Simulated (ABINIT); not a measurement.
# CaSe (Fm-3m) in ABINIT: further runs, part 2 of 2

ABINIT 10.8.3 (patched build). The steps go on from the part before.

## Step 5: Band structure, r2SCAN

run.abi reads:

```
# Datasets: ground state, then fixed potential
ndtset 2

# Pseudopotentials
pp_dirpath "./"
pseudos "Se_ONCV_PBE-1.2.upf, Ca_ONCV_PBE-1.2.upf"

# Structure
acell 4.1804152904 4.1804152904 4.1804152904 Angstrom
rprim
     0.0000000000     0.7071067812     0.7071067812
     0.7071067812     0.0000000000     0.7071067812
     0.7071067812     0.7071067812     0.0000000000
ntypat 2
znucl 34 20
natom 2
typat 1 2
xred
     0.5000000000     0.5000000000     0.5000000000
     0.0000000000     0.0000000000     0.0000000000

# Plane-wave basis
ecut 26.0

# Exchange and correlation
ixc -497498
usekden 1

# Bands and occupations
occopt 3
tsmear 0.05 eV

# SCF cycle
nstep 100

# Output
iomode 3
prtwf 0
prteig 0
prtebands 0
enunit 1
prtden1 1
prtkden1 1

# Dataset 1
kptopt1 1
ngkpt1 6 6 6
nshiftk1 1
shiftk1 0.0 0.0 0.0
nband1 12
tolvrs1 1.0e-9

# Dataset 2: bands along G-X-W-K-G-L-U-W-L-K
iscf2 -2
getden2 1
getkden2 1
nband2 18
nbdbuf2 4
tolwfr2 1.0e-11
kptopt2 -9
ndivsm2 5
prteig2 1
kptbounds2
     0.0000000000     0.0000000000     0.0000000000
     0.5000000000     0.0000000000     0.5000000000
     0.5000000000     0.2500000000     0.7500000000
     0.3750000000     0.3750000000     0.7500000000
     0.0000000000     0.0000000000     0.0000000000
     0.5000000000     0.5000000000     0.5000000000
     0.6250000000     0.2500000000     0.6250000000
     0.5000000000     0.2500000000     0.7500000000
     0.5000000000     0.5000000000     0.5000000000
     0.3750000000     0.3750000000     0.7500000000
```

Potentials or basis: SG15 NC PBE v1.2.

Run with:

```sh
$ mpirun --bind-to none -np 4 abinit run.abi > log 2>&1
```

It took 63 s on 4 MPI ranks of Arm Neoverse V2, shared host; peak memory 0.44 GiB.

The run converged. Its results:

| Item | Value |
| --- | --- |
| Free energy | -1266.0892 eV |
| Pressure | 0.9 GPa |
| Band gap on the k mesh | 2.48 eV, indirect (least direct gap 3.45 eV) |
| Band gap along the path | 2.48 eV, indirect (least direct gap 3.45 eV) |
| Valence electrons inside the program's atomic spheres | Se 3.32; Ca 7.57 |

Levels at the corners of the path, in eV from the valence-band top:
| point | band 6 | band 7 | band 8 | band 9 | band 10 | band 11 |
| --- | --- | --- | --- | --- | --- | --- |
| Γ | 0.00 | 0.00 | 0.00 | 4.00 | 4.26 | 4.26 |
| X | -2.59 | -0.97 | -0.97 | 2.48 | 5.68 | 5.73 |
| W | -2.02 | -2.02 | -1.69 | 4.99 | 4.99 | 5.91 |
| K | -2.31 | -2.07 | -1.13 | 3.79 | 6.39 | 6.43 |
| Γ | 0.00 | 0.00 | 0.00 | 4.00 | 4.26 | 4.26 |
| L | -3.32 | -1.19 | -1.19 | 5.03 | 6.19 | 6.23 |
| U | -2.31 | -2.07 | -1.13 | 3.79 | 6.39 | 6.43 |
| W | -2.02 | -2.02 | -1.69 | 4.99 | 4.99 | 5.91 |
| L | -3.32 | -1.19 | -1.19 | 5.03 | 6.19 | 6.23 |
| K | -2.31 | -2.07 | -1.13 | 3.79 | 6.39 | 6.43 |

Caveat: the potentials were made for another functional, which shifts forces and pressure. r2SCAN opens gaps a little over a GGA but as a rule still falls short of measured ones.

## Step 6: Band structure, r2SCAN

Changes to run.abi since step 5:

```diff
@@ -5,3 +5,3 @@
 pp_dirpath "./"
-pseudos "Se_ONCV_PBE-1.2.upf, Ca_ONCV_PBE-1.2.upf"
+pseudos "Se.upf, Ca.upf"
 
@@ -22,3 +22,3 @@
 # Plane-wave basis
-ecut 26.0
+ecut 52.0
 
@@ -27,2 +27,4 @@
 usekden 1
+nc_xccc_gspace 1
+boxcutmin 3.0
 
@@ -49,3 +51,3 @@
 shiftk1 0.0 0.0 0.0
-nband1 12
+nband1 17
 tolvrs1 1.0e-9
@@ -56,3 +58,3 @@
 getkden2 1
-nband2 18
+nband2 23
 nbdbuf2 4
```

Potentials or basis: PseudoDojo NC SR PBE v0.4.1 standard.

Run with:

```sh
$ mpirun --bind-to none -np 4 abinit run.abi > log 2>&1
```

It took 12 min on 4 MPI ranks of Arm Neoverse V2, shared host; peak memory 1.2 GiB.

The run converged. Its results:

```
Free energy                                           : -4399.4502 eV
Pressure                                              : 0.1 GPa
Band gap on the k mesh                                : 2.60 eV, indirect (least direct gap 3.55 eV)
Band gap along the path                               : 2.60 eV, indirect (least direct gap 3.55 eV)
Valence electrons inside the program's atomic spheres : Se 13.37; Ca 7.58
```

Levels at the corners of the path, in eV from the valence-band top:
| point | band 9 | band 10 | band 11 | band 12 | band 13 | band 14 | band 15 | band 16 | band 17 | band 18 |
| --- | --- | --- | --- | --- | --- | --- | --- | --- | --- | --- |
| Γ | -21.50 | -12.28 | 0.00 | 0.00 | 0.00 | 4.03 | 4.36 | 4.36 | 4.36 | 5.00 |
| X | -21.53 | -11.70 | -2.53 | -0.94 | -0.94 | 2.60 | 5.81 | 5.82 | 6.82 | 6.82 |
| W | -21.54 | -11.61 | -1.97 | -1.97 | -1.64 | 5.05 | 5.05 | 6.02 | 6.53 | 6.83 |
| K | -21.52 | -11.62 | -2.25 | -2.02 | -1.10 | 3.89 | 6.46 | 6.47 | 6.48 | 6.72 |
| Γ | -21.50 | -12.28 | 0.00 | 0.00 | 0.00 | 4.03 | 4.36 | 4.36 | 4.36 | 5.00 |
| L | -21.50 | -11.59 | -3.25 | -1.16 | -1.16 | 5.14 | 6.22 | 6.27 | 6.27 | 8.33 |
| U | -21.52 | -11.62 | -2.25 | -2.02 | -1.10 | 3.89 | 6.46 | 6.47 | 6.48 | 6.72 |
| W | -21.54 | -11.61 | -1.97 | -1.97 | -1.64 | 5.05 | 5.05 | 6.02 | 6.53 | 6.83 |
| L | -21.50 | -11.59 | -3.25 | -1.16 | -1.16 | 5.14 | 6.22 | 6.27 | 6.27 | 8.33 |
| K | -21.52 | -11.62 | -2.25 | -2.02 | -1.10 | 3.89 | 6.46 | 6.47 | 6.48 | 6.72 |

Caveat: a meta-GGA on potentials with a model core is unreliable; the potentials were made for another functional, which shifts forces and pressure.

## Step 7: Summary

```tsv
potentials or basis	cutoff (eV)	fine-grid cutoff	gap on the mesh (eV)	pressure (GPa)
Ansatz PAW PBE default generated set, frozen core	490	979.61 eV	2.49	0.6
JTH PAW PBE v2.0	626	1224.51 eV	2.48	0.5
Ansatz NC r2SCAN	1497	-	2.49	0.6
SG15 NC PBE v1.2	707	-	2.48	0.9
PseudoDojo NC SR PBE v0.4.1 standard	1415	-	2.60	0.1
```

Alike in all rows: task band structure; level r2SCAN; no spin polarisation; cell as given; k mesh 6 × 6 × 6; smearing fermi-dirac 0.05 eV.

Caveats: totals of a meta-GGA on PAW files have another zero than those of a GGA (some runs); the PAW data sets were made with another functional, which shifts forces and pressure a little (some runs); the potentials were made for another functional, which shifts forces and pressure (some runs); a meta-GGA on potentials with a model core is unreliable (some runs).

Absolute energies hang on the potentials; compare differences alone.

## Step 8: Against experiment

Step 2. Measured gap of CaSe: 3.85 eV (indirect; 2 K; a printed reference work, monograph, original work of 1988). This calculation gives 2.49 eV (-1.36 eV). Spin-orbit coupling on Se is left out. The value is that of r2SCAN, without temperature or zero-point motion.

Step 3. A measured gap of CaSe is 3.85 eV (indirect; 2 K; a printed reference work, monograph, original work of 1988); the calculated 2.48 eV misses it by -1.37 eV. Spin-orbit coupling on Se is left out. The value is that of r2SCAN, without temperature or zero-point motion.

Step 4. Against the measured gap of CaSe, 3.85 eV (indirect; 2 K; a printed reference work, monograph, original work of 1988), the calculated 2.49 eV is off by -1.36 eV. Spin-orbit coupling on Se is left out. The value is that of r2SCAN, without temperature or zero-point motion.
